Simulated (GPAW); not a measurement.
Runs of GPAW 26.7.0 on Zr. The structure is hexagonal, space group P6_3/mmc (No. 194). The conventional cell has a = 3.232 Å, b = 3.232 Å, c = 5.147 Å, α = 90.00°, β = 90.00°, γ = 120.00°. Around Zr (site symmetry -6m2) lie 12 Zr at 3.18 to 3.23 Å. 

```tsv
level	gap on the mesh (eV)	pressure (GPa)	relaxed volume (Å³/atom)
PBEsol+D3(BJ)	none	-0.1	(b)
PBEsol+D4	none	-0.1	22.24
PBEsol+D3(BJ)+ATM	none	-0.1	(a)
PBEsol	none	-0.1	22.44
PBEsol+D3	none	-0.1	21.71
```

Alike in all rows: task relaxation of cell and atoms; potentials or basis PAW data sets generated in the run's folder for this functional, pw; no spin polarisation; cell relaxed; k mesh 8 × 8 × 5; cutoff (eV) 600; smearing fermi-dirac 0.05 eV.

**Question.** Fill in the values left out.

**Answer.** (a) 21.60; (b) 21.46.

Caveats: later steps reuse the first step's grids; pairwise dispersion overbinds metals, which lowers pressure and volume (some runs).

A k mesh can miss the band edges, and the runs leave out spin-orbit coupling on Zr.

A gap of «none» marks a metal or a gap under the smearing width.
